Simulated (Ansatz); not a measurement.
## Li: do energies and stresses tell the same story?

Computed with DFT PBEsol, scalar-relativistic, plane waves, PAW (Ansatz).

Settings: cutoff 420 eV, Γ-centred mesh 16×16×16 on the computed 1-atom cell, Gaussian smearing of 0.10 eV; no spin polarisation.

Relaxed cell: Fm-3m, a = 4.318 Å, b = 4.318 Å, c = 4.318 Å, α = 90.00°, β = 90.00°, γ = 90.00°, 1 atom in the primitive cell. This fcc form isn't the element's structure at ambient conditions.

Energies at zero smearing and pressures from the stress tensor, at volumes with shape and atoms relaxed:
```csv
V (Å³/atom),E − E(first) (meV/atom),P (GPa)
18.922,0.00,0.974
19.526,-2.70,0.472
20.130,-3.62,0.032
20.734,-2.99,-0.355
21.337,-1.00,-0.695
```

Question: Check P = −dE/dV between neighbouring volumes, and get the bulk modulus from the pressures alone.

Answer: With 1 eV/Å³ = 160.2 GPa:
```csv
middle V (Å³/atom),−ΔE/ΔV (GPa),mean P (GPa)
19.224,0.715,0.723
19.828,0.246,0.252
20.432,-0.167,-0.161
21.036,-0.530,-0.525
```

The two differ by 0.008 GPa at most. The mean of two end pressures misses the average over a step by about ΔV² P″/12, up to 0.005 GPa here; with that taken off 0.002 GPa remains. Around V = 20.130 Å³/atom, the two neighbours give B = −V ΔP/ΔV = 20.130 × 0.827 / 1.208 = 13.8 GPa, against B0 = 13.6 GPa from the Birch–Murnaghan fit of the energies.